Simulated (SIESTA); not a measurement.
Here is a SIESTA 5.4.2 calculation.

The input FeO.fdf:

```
SystemName                      Wuestite
SystemLabel                     FeO
NumberOfSpecies                 2
NumberOfAtoms                   2
%block ChemicalSpeciesLabel
  1  26 Fe
  2   8 O
%endblock ChemicalSpeciesLabel

LatticeConstant                 1.0 Ang
%block LatticeVectors
     1.5188209023     0.8768916568     2.5195772846
    -1.5188209023     0.8768916568     2.5195772846
     0.0000000000    -1.7537833136     2.5195772846
%endblock LatticeVectors
AtomicCoordinatesFormat         Ang
%block AtomicCoordinatesAndAtomicSpecies
     0.0000000000     0.0000000000     0.0000000000  1
     0.0000000000     0.0000000000     3.7793659269  2
%endblock AtomicCoordinatesAndAtomicSpecies

%block kgrid.MonkhorstPack
    8   0   0  0.0
    0   8   0  0.0
    0   0   8  0.0
%endblock kgrid.MonkhorstPack
XC.Functional                   GGA
XC.Authors                      PBE
PAO.BasisSize                   DZP
PAO.EnergyShift                 0.003 Ry
Mesh.Cutoff                     800 Ry
Spin                            polarized
%block DM.InitSpin
    1   0.000
    2   0.000
%endblock DM.InitSpin
OccupationFunction              FD
ElectronicTemperature           0.05 eV
MaxSCFIterations                120
SCF.MustConverge                false
SCF.Mixer.Method                Pulay
SCF.Mixer.Weight                0.25
SCF.Mixer.History               8
SCF.DM.Tolerance                5.0e-05
SCF.H.Tolerance                 1.0e-03 eV
WriteForces                     true
Charge.Mulliken                 end
%block ProjectedDensityOfStates
  EF -10.0 5.0 0.2 201 eV
%endblock ProjectedDensityOfStates
%block PDOS.kgrid.MonkhorstPack
   12   0   0  0.0
    0  12   0  0.0
    0   0  12  0.0
%endblock PDOS.kgrid.MonkhorstPack
%block PAO.Basis
  Fe 5
  n=3 0 2
    2.625 0.000
  n=4 0 2
    7.565 0.000
  n=3 1 2
    2.937 0.000
  n=4 1 1
    7.565
  n=3 2 2
    4.859 0.000
%endblock PAO.Basis
```

Potentials or basis: PseudoDojo 0.4 standard (PBE files), DZP (energy shift 0.003 Ry; two zetas on semicore shells).

Run with:

```bash
$ siesta FeO.fdf > FeO.out 2>&1
```

Question: Predict the net moment.

Answer: 0.00 μB per cell.

Question: Predict the pressure.

Answer: -25.7 GPa.

Question: Predict the band gap on the k mesh.

Answer: None (metal or under the smearing width).

States per cell in windows of 0.5 eV (zero at the Fermi level; states under -8 eV left out):
| from (eV) | up | down | Fe_d_up | Fe_d_down | O_p_up | O_p_down | Fe_s_up | Fe_s_down |
| --- | --- | --- | --- | --- | --- | --- | --- | --- |
| -8.0 | 0.11 | 0.11 | 0.01 | 0.01 | 0.08 | 0.08 | 0.02 | 0.02 |
| -7.5 | 0.39 | 0.39 | 0.03 | 0.03 | 0.30 | 0.30 | 0.05 | 0.05 |
| -7.0 | 0.34 | 0.34 | 0.03 | 0.03 | 0.26 | 0.26 | 0.03 | 0.03 |
| -6.5 | 0.25 | 0.25 | 0.03 | 0.03 | 0.19 | 0.19 | 0.01 | 0.01 |
| -6.0 | 0.69 | 0.69 | 0.13 | 0.13 | 0.52 | 0.52 | 0.01 | 0.01 |
| -5.5 | 0.69 | 0.69 | 0.13 | 0.13 | 0.54 | 0.54 | 0.00 | 0.00 |
| -5.0 | 0.39 | 0.39 | 0.05 | 0.05 | 0.32 | 0.32 | 0.00 | 0.00 |
| -4.5 | 0.12 | 0.12 | 0.01 | 0.01 | 0.10 | 0.10 | 0.00 | 0.00 |
| -4.0 | 0.02 | 0.02 | 0.00 | 0.00 | 0.02 | 0.02 | 0.00 | 0.00 |
| -3.5 | 0.00 | 0.00 | 0.00 | 0.00 | 0.00 | 0.00 | 0.00 | 0.00 |
| -3.0 | 0.00 | 0.00 | 0.00 | 0.00 | 0.00 | 0.00 | 0.00 | 0.00 |
| -2.5 | 0.04 | 0.04 | 0.04 | 0.04 | 0.00 | 0.00 | 0.00 | 0.00 |
| -2.0 | 0.15 | 0.15 | 0.14 | 0.14 | 0.01 | 0.01 | 0.00 | 0.00 |
| -1.5 | 0.38 | 0.38 | 0.35 | 0.35 | 0.02 | 0.02 | 0.00 | 0.00 |
| -1.0 | 0.70 | 0.70 | 0.66 | 0.66 | 0.03 | 0.03 | 0.00 | 0.00 |
| -0.5 | 1.75 | 1.75 | 1.66 | 1.66 | 0.08 | 0.08 | 0.01 | 0.01 |
| 0.0 | 1.00 | 1.00 | 0.90 | 0.90 | 0.08 | 0.08 | 0.01 | 0.01 |
| 0.5 | 0.43 | 0.43 | 0.34 | 0.34 | 0.07 | 0.07 | 0.01 | 0.01 |
| 1.0 | 0.44 | 0.44 | 0.33 | 0.33 | 0.10 | 0.10 | 0.01 | 0.01 |
| 1.5 | 0.12 | 0.12 | 0.08 | 0.08 | 0.03 | 0.03 | 0.01 | 0.01 |
| 2.0 | 0.02 | 0.02 | 0.00 | 0.00 | 0.00 | 0.00 | 0.01 | 0.01 |
| 2.5 | 0.01 | 0.01 | 0.00 | 0.00 | 0.00 | 0.00 | 0.01 | 0.01 |
| 3.0 | 0.04 | 0.04 | 0.00 | 0.00 | 0.01 | 0.01 | 0.02 | 0.02 |
| 3.5 | 0.02 | 0.02 | 0.00 | 0.00 | 0.00 | 0.00 | 0.01 | 0.01 |

Caveat: short orbitals over semicore shells can move pressures by several GPa; the basis of atomic orbitals isn't converged, which shifts pressures, moduli and gaps; semilocal functionals often make such compounds metallic where correlation or magnetic order opens a gap, which also shifts bond lengths. With open d or f shells a metallic result of PBE can be an artefact of self-interaction; +U or a hybrid may open a gap.
